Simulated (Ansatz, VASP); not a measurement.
Sc: VASP beside Ansatz

Contents of INCAR:

```
SYSTEM = Sc
PREC     = Accurate       ! precision mode
ENCUT    = 520            ! plane-wave cutoff, eV
EDIFF    = 1E-6           ! SCF threshold, eV
ISMEAR   = 0              ! smearing method
SIGMA    = 0.1            ! smearing width, eV
LREAL    = .FALSE.        ! projectors in reciprocal space
LASPH    = .TRUE.         ! aspherical terms in the spheres
NELM     = 60             ! most SCF steps
ALGO     = Fast           ! electronic algorithm
ISIF     = 2              ! what is computed and relaxed
LWAVE    = .FALSE.        ! write WAVECAR
LCHARG   = .TRUE.         ! write CHGCAR
GGA      = PE             ! functional
LELF     = .TRUE.         ! ELF
LVHAR    = .TRUE.       
NBANDS   = 18             ! bands
```

The input KPOINTS:

```
Automatic mesh
0
G
  6 6 4
  0 0 0
```

Contents of POSCAR:

```
Sc
1.0
    3.0648540856      0.0000000000      0.0000000000
   -1.5324270428      2.6542414970      0.0000000000
    0.0000000000      0.0000000000      4.8506782673
Sc
2
Direct
    0.3333333333      0.6666666667      0.2500000000
    0.6666666667      0.3333333333      0.7500000000
```

Input for Ansatz:

```yaml
crystal:
  lattice:
    - [3.0648540856, 0.0, 0.0]
    - [-1.5324270428, 2.654241497, 0.0]
    - [0.0, 0.0, 4.8506782673]
  atoms:
    - { symbol: Sc, position: [0.3333333333, 0.6666666667, 0.25] }
    - { symbol: Sc, position: [0.6666666667, 0.3333333333, 0.75] }
basis:
  ecutwfc: 420
kpoints:
  mp_grid: { grid: [6, 6, 4] }
hamiltonian:
  xc: pbe
scf:
  occupations: { method: gaussian, width: 0.1 }
output:
  forces: true
  stress: true
  eigenvalues: true
```

Alike in both runs: task single point; functional PBE; k mesh 6 × 6 × 4; occupations gaussian, width 0.1 eV; no spin polarisation.

|  | VASP | Ansatz |
| --- | --- | --- |
| version | VASP 6.6.1 | Ansatz 0.2.0 |
| potentials or method | VASP PAW PBE potentials, release 64 (Sc_sv) | scalar-relativistic, plane waves, PAW |
| plane-wave cutoff (eV) | 520 | 420 |
| valence electrons in the cell | 22 | 22 |

|  | VASP | Ansatz | Ansatz less VASP |
| --- | --- | --- | --- |
| gap on the k mesh at the Fermi level (eV) | none | none | - |
| pressure (GPa) | 17.7 | 17.6 | -0.09 |
| largest component of the traceless stress (GPa) | 2.49 | 2.50 | +0.015 |

A gap of «none» marks a metal or a gap that the smearing closes.

Caveats: the k mesh is coarse (spacing up to 0.39 Å⁻¹), so the values aren't converged; so large a pressure means that the cell lies far from this level's equilibrium, or that cutoff or potentials fall short (VASP).
